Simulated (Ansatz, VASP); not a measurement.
**One calculation of MgO, two programs**

```
CELL_PARAMETERS angstrom
0.00000 2.13515 2.13515
2.10312 0.00000 2.13515
2.10312 2.13515 0.00000
ATOMIC_POSITIONS crystal
Mg 0.00000 0.00000 0.00000
O 0.50000 0.50000 0.50000
```

Change from the starting cell: strain -0.0150 x Voigt [1, 0, 0, 0, 0, 0], atoms carried along.

Alike in both runs: task single point; functional PBE; k mesh 10 × 10 × 10; occupations gaussian, width 0.05 eV; no spin polarisation.

|  | VASP | Ansatz |
| --- | --- | --- |
| version | VASP 6.6.1 | Ansatz 0.2.0 |
| potentials or method | VASP PAW PBE potentials, release 64 (Mg, O) | scalar-relativistic, plane waves, PAW |
| plane-wave cutoff (eV) | 520 | 420 |
| valence electrons in the cell | 8 | 16 |

```csv
,VASP,Ansatz,Ansatz less VASP
gap on the k mesh at the Fermi level (eV),4.46,4.48,+0.017
least direct gap on the mesh (eV),4.46,4.48,+0.017
pressure (GPa),-0.2,0.6,+0.75
largest component of the traceless stress (GPa),1.89,1.87,-0.014
```

The two sets of potentials don't hold the same shells in valence.
